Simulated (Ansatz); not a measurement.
Input for Ansatz (plane-wave DFT), Ti:

```yaml
crystal:
  lattice:
    - [0.0, 2.03, 2.03]
    - [2.03, 0.0, 2.03]
    - [2.03, 2.03, 0.0]
  atoms:
    - { symbol: Ti, position: [0.0492610837, -0.0492610837, 0.0492610837] }
  symmetry: { detect: false }
basis:
  ecutwfc: 420
kpoints:
  mp_grid: { grid: [7, 5, 1] }
hamiltonian:
  xc: revpbe
scf:
  occupations: { method: gaussian, width: 0.1 }
  convergence: { dr2_threshold: "1e-5 eV" }
output:
  forces: true
  stress: true
  eigenvalues: true
```

Command:

```bash
ansatz run input.yaml --threads 1 --pin off --max-ram 1331MiB --backend cpu --events-out ev --progress --plain --runs-dir out
```

Output, shortened (HF is the Harris–Foulkes energy, dr2 the density residual in eV):

```text
Warning: scf.convergence.dr2_threshold = 1e-5 eV is looser than this run's default, which is 1e-7 eV or tighter. The error in the forces grows as the threshold's square root, so leave the key out unless less accurate forces are enough
Warning: output.stress: scf.convergence.dr2_threshold = 1e-5 eV is looser than the 1e-10 eV advised for a printed stress (1e-10 eV for each atom of the cell: 1). What an SCF threshold leaves in a stress goes as its square root, and in the free energy as the threshold itself …
Pseudopotential: Ti, paw, valence charge 12, recommended cutoff 420 eV (normal)
Crystal: 1 atom, lattice volume = 16.731 Å³
Basis set: ecut = 420 eV, 331 PW (Γ), exchange–correlation on 40×40×40 points (8 copies of the dense FFT grid, shifted against one another)
Bands: 10, of which v1, the nominal top of the filled ones, is band 6 counted from 1 (5 counted from 0)
Symmetry: 1 space group operations
k-points: 18 of 35 (time reversal used)
PAW frozen core: Ti, regenerated for the run's functional, and the local potential with it (the file was generated under x = pbe(κ = 0.804, μ = 0.2195), c = pbe(β = 0.0667))
Initial density: superposition of atomic densities, corrected by the library's trained network
SCF iter   1: HF=-2503.196585 eV  Δρ=6.66e-2  dr2=2.70e-1
SCF iter   2: HF=-2503.179983 eV  Δρ=3.33e-2  dr2=6.24e-2
SCF iter   3: HF=-2503.185348 eV  Δρ=2.50e-3  dr2=6.03e-4
SCF iter   4: HF=-2503.185357 eV  Δρ=1.01e-3  dr2=5.45e-5
SCF iter   5: F=-2503.185359 eV  HF=-2503.185359 eV  Δρ=1.94e-4  dr2=2.25e-6
SCF iter   6: F=-2503.185360 eV  HF=-2503.185360 eV  Δρ=3.44e-5  dr2=9.91e-8
SCF 1 converged in 6 iterations: F = -2503.185360 eV  dr2 = 9.91e-8
SCF converged after 6 iterations
Free energy (F): -2503.185360 eV
E sigma→0 (E₀):  -2503.177273 eV
Entropy (-TS):   -0.016173 eV (-16.173 meV/atom)
Fermi energy:    14.272253 eV
--- Forces (eV/Å), atoms counted from 1 ---
  atom   1  Ti    -0.00000026     0.00000068    -0.00000028
--- Stress (GPa, compression-positive) ---
       16.375092     -35.657341       4.637401
      -35.657342      16.375083      -4.637401
        4.637459      -4.637460      29.360482
  P = ⅓ Tr σ = 20.7036 GPa (207.036 kbar)
```

The inputs are trials, many of them unsound on purpose. Their numbers show the effect of the settings and aren't properties of the material. Forces of this functional on these PAW sets can be off by 10 %.